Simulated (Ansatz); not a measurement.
Ir:

```
Ir
1.0
     0.00000    1.91560    1.91560
     1.91560    0.00000    1.91560
     1.91560    1.91560    0.00000
Ir
1
Direct
  0.00000 0.00000 0.00000
```

Base run:

| Item | Value |
| --- | --- |
| Program | Ansatz 0.2.0 |
| Functional | LDA |
| Potentials or basis | Ansatz PAW |
| Cutoff | 420 eV (not typed: the program's choice for these potentials) |
| k mesh | 12 × 12 × 12 |
| Occupations | fermi-dirac, width 0.05 eV |
| Spin | no spin polarisation |

Its results: band gap on the k mesh none (metal or under the smearing width); pressure -6.6 GPa.

Question: After a change of settings the same cell gave: band gap on the k mesh none (metal or under the smearing width); pressure -0.6 GPa. Which change was it?
A. functional from LDA to HSE03; k mesh from 12 × 12 × 12 to 6 × 6 × 6
B. functional from LDA to PBE
C. functional from LDA to PBE; occupations from fermi-dirac, width 0.05 eV to gaussian, width 0.011 eV

Answer: A.

Caveats: some runs use coarse meshes; spin-orbit coupling is left out, which moves the levels of the heavy elements; the PAW data sets come from PBE, with cores solved anew for the run's functional, which leaves a small shift of forces and pressure; the thresholds are loose for stress (some runs).
